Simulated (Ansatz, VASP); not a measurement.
Au: VASP beside Ansatz

```
CELL_PARAMETERS angstrom
0.00000 3.18229 3.18229
3.18229 0.00000 3.18229
3.18229 3.18229 0.00000
ATOMIC_POSITIONS crystal
Au 0.25000 0.25000 0.25000
Au 0.75000 0.75000 0.75000
Au 0.50000 0.50000 0.50000
```

Alike in both runs: functional PBE; k mesh 12 × 12 × 12; occupations gaussian, width 0.1 eV; no spin polarisation.

Ansatz relaxed the structure, and its values are those at the end. VASP's run is a single point on that final structure, the one shown.

```csv
,VASP,Ansatz
version,VASP 6.6.1,Ansatz 0.2.0
potentials or method,"VASP PAW PBE potentials, release 64 (Au)","scalar-relativistic, plane waves, PAW"
plane-wave cutoff (eV),520,420
valence electrons in the cell,33,57
```

|  | VASP | Ansatz | Ansatz less VASP |
| --- | --- | --- | --- |
| gap on the k mesh at the Fermi level (eV) | none | none | - |
| pressure (GPa) | -0.2 | 0.0 | +0.17 |

A gap of «none» marks a metal or a gap that the smearing closes. The two sets of potentials don't hold the same shells in valence.

Spin-orbit coupling is left out, which matters for the levels of Au.
